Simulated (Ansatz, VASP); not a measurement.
## Cs: VASP beside Ansatz

The input INCAR:

```
SYSTEM = Cs
  PREC = Accurate
  ENCUT = 520
  EDIFF = 1E-6
  ISMEAR = -1
  SIGMA = 0.05
  LREAL = .False.
  LASPH = .True.
  NELM = 60
  ALGO = Normal
  ISIF = 2
  LWAVE = .False.
  LCHARG = .False.
  GGA = PS
  NBANDS = 10
```

KPOINTS

```
Automatic mesh
0
Gamma
  9 9 9
  0 0 0
```

Contents of POSCAR:

```
Cs
1.0
   -2.9712588617      2.9712588617      2.9712588617
    2.9712588617     -2.9712588617      2.9712588617
    2.9712588617      2.9712588617     -2.9712588617
Cs
1
Direct
    0.0000000000      0.0000000000      0.0000000000
```

Input for Ansatz:

```yaml
crystal:
  lattice:
    - [-2.9712588617, 2.9712588617, 2.9712588617]
    - [2.9712588617, -2.9712588617, 2.9712588617]
    - [2.9712588617, 2.9712588617, -2.9712588617]
  atoms:
    - { symbol: Cs, position: [0.0, 0.0, 0.0] }
kpoints:
  mp_grid: { grid: [9, 9, 9] }
scf:
  occupations: { method: fermi_dirac, width: 0.05 }
hamiltonian:
  xc: pbesol
  pseudopotentials: { kind: all_electron, lapw: { basis_error: 0.001 } }
output:
  forces: true
  stress: true
  eigenvalues: true
  populations: true
```

Change from the starting cell: volume scaled by 0.95, LAPW.

Alike in both runs: task single point; functional PBEsol; k mesh 9 × 9 × 9; occupations fermi-dirac, width 0.05 eV; no spin polarisation.

|  | VASP | Ansatz |
| --- | --- | --- |
| version | VASP 6.6.1 | Ansatz 0.2.0 |
| potentials or method | VASP PAW PBE potentials, release 64 (Cs_sv) | all-electron LAPW, scalar-relativistic |
| plane-wave cutoff (eV) | 520 | see its input |

```tsv
	VASP	Ansatz	Ansatz less VASP
pressure (GPa)	0.1	0.1	+0.01
```

Ansatz ran all-electron here, so the differences hold the error of VASP's frozen core and of both bases.

Caveats: the PAW data sets were made with another functional, which shifts forces and pressure a little (VASP). The runs have no spin-orbit coupling, so splittings on Cs are missing.
